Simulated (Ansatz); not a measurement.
# BaTiO3: equation of state

The task here is to estimate one member of a computed series from the others.

Method: DFT PBEsol, scalar-relativistic, in Ansatz 0.2.0.

## The structure to begin with

The structure is tetragonal, space group P4/mmm (No. 123). The conventional cell has a = 4.000 Å, b = 4.000 Å, c = 4.018 Å, α = 90.00°, β = 90.00°, γ = 90.00°. Around Ba (site symmetry 4/mmm) lie 12 O at 2.83 Å. Around Ti (site symmetry 4/mmm) lie 6 O at 2.00 to 2.01 Å. Around O (site symmetry 4/mmm) lie 2 Ti at 2.01 Å and 4 Ba at 2.83 Å. O (site symmetry mmm) is surrounded by 2 Ti at 2.00 Å and 4 Ba at 2.83 Å.

Structure file:

```
CELL_PARAMETERS angstrom
3.99980 0.00000 0.00000
0.00000 3.99980 0.00000
0.00000 0.00000 4.01800
ATOMIC_POSITIONS crystal
Ba 0.00000 0.00000 0.00000
Ti 0.50000 0.50000 0.50000
O 0.50000 0.50000 0.00000
O 0.50000 0.00000 0.50000
O 0.00000 0.50000 0.50000
```

Atoms are numbered in the order of the input: Ba1, Ti2, O3, O4, O5.

The first run:

Contents of input.yaml:

```yaml
crystal:
  lattice:
    - [3.945742022, 0.0, 0.0]
    - [0.0, 3.945742022, 0.0]
    - [0.0, 0.0, 3.9636960459]
  atoms:
    - { symbol: Ba, position: [0.0, 0.0, 0.0] }
    - { symbol: Ti, position: [0.5, 0.5, 0.5] }
    - { symbol: O, position: [0.5, 0.5, 0.0] }
    - { symbol: O, position: [0.5, 0.0, 0.5] }
    - { symbol: O, position: [0.0, 0.5, 0.5] }
kpoints:
  mp_grid: { grid: [7, 7, 7] }
  band_path:
    path:
      - [0.0, 0.0, 0.0]
      - [0.0, 0.5, 0.0]
      - [0.5, 0.5, 0.0]
      - [0.0, 0.0, 0.0]
      - [0.0, 0.0, 0.5]
      - [0.0, 0.5, 0.5]
      - [0.5, 0.5, 0.5]
      - [0.0, 0.0, 0.5]
      - [0.0, 0.5, 0.0]
    npoints: 5
scf:
  occupations: { method: fermi_dirac, width: 0.03 }
hamiltonian:
  xc: pbesol
  pseudopotentials: { kind: all_electron, lapw: { basis_error: 0.001 } }
output:
  forces: true
  stress: true
  eigenvalues: true
```

Command:

```console
$ ansatz run input.yaml --threads 2 --pin off --max-ram 8192MiB --backend cpu --events-out ev --progress --plain --runs-dir out
```

Among the steps run: Volume × 0.96, LAPW; Volume × 0.96, PAW; Volume × 0.96, crystal datasets; Volume × 0.99, LAPW; Volume × 0.99, PAW; Volume × 0.99, crystal datasets; Volume × 1.02, LAPW; Volume × 1.02, PAW; Volume × 1.02, crystal datasets; Volume × 1.06, LAPW; Volume × 1.06, PAW; Volume × 1.06, crystal datasets.

One of the session's tables, all rows but one given; the rest of the session is left out.

```
          method  volume (Å³/atom)  pressure (GPa)  gap on the k mesh (eV)
            LAPW            12.342            2.56                    1.90
            LAPW            12.728           -2.94                    1.84
            LAPW            13.113           -7.58                    1.77
            LAPW            13.628          -12.66                    1.69
             PAW            12.342            2.56                    1.90
             PAW            12.728           -2.95                    1.84
             PAW            13.113               ?                       ?
             PAW            13.628          -12.68                    1.70
crystal datasets            12.342            2.56                    1.90
crystal datasets            12.728           -2.94                    1.84
crystal datasets            13.113           -7.58                       –
crystal datasets            13.628          -12.66                    1.69
```

**Question.** Estimate the row for PAW, 13.113.

The run gave: pressure (GPa): -7.60; gap on the k mesh (eV): 1.78. In the column «pressure (GPa)» it lies between crystal datasets, 13.628 (-12.66) and LAPW, 13.113 (-7.58).

Limits of these values: Shape and positions are held, so a fully relaxed modulus can be lower. Warnings in the runs' records: gradients without spin orbit, crystal datasets made, printed levels off.
